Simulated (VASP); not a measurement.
# BaS: single point with r2SCAN

**Experimental background.**

A printed reference work, monograph, original work of 1988 reports, for a bulk crystal of BaS at 2 K: band gap 3.806 eV (indirect).

BaS:

```
Ba S
1.0
     0.00000    3.21191    3.21191
     3.21191    0.00000    3.21191
     3.21191    3.21191    0.00000
Ba S
1 1
Direct
  0.00000 0.00000 0.00000
  0.50000 0.50000 0.50000
```

```json
{
 "Program": "VASP 6.6.1",
 "Task": "single point",
 "Functional": "r2SCAN",
 "Potentials or basis": "VASP PAW PBE potentials, release 64 (Ba_sv, S)",
 "Cutoff": "520 eV",
 "k mesh": "6 × 6 × 6",
 "Occupations": "fermi-dirac, width 0.02 eV",
 "Spin": "no spin polarisation"
}
```

- Pressure: 0.6 GPa
- Band gap on the k mesh: 2.49 eV (least direct gap 2.63 eV)

Levels at points of the mesh, in eV from the valence-band top:
| k point | band 5 | band 6 | band 7 | band 8 | band 9 | band 10 | band 11 | band 12 |
| --- | --- | --- | --- | --- | --- | --- | --- | --- |
| (0.00, 0.00, 0.00) | -10.77 | 0.00 | 0.00 | 0.00 | 4.13 | 4.30 | 4.30 | 4.30 |
| (0.50, 0.00, 0.00) | -9.51 | -1.88 | -1.05 | -1.05 | 5.98 | 6.08 | 6.79 | 6.79 |
| (0.50, 0.50, 0.00) | -10.68 | -0.54 | -0.14 | -0.14 | 2.49 | 6.48 | 6.62 | 7.95 |

It took 110 s on 1 thread of Intel Xeon 8259CL, with other jobs on the host, peak memory 0.22 GiB.

Measured gap of BaS: 3.806 eV (indirect; 2 K; a printed reference work, monograph, original work of 1988). This calculation gives 2.49 eV (-1.31 eV). Spin-orbit coupling on Ba is left out. The value is that of r2SCAN on a finite k mesh, which can miss the band edges, without temperature or zero-point motion.

Caveat: the PAW data sets were made with another functional, which shifts forces and pressure a little; spin-orbit coupling is left out, which moves the levels of the heavy elements.
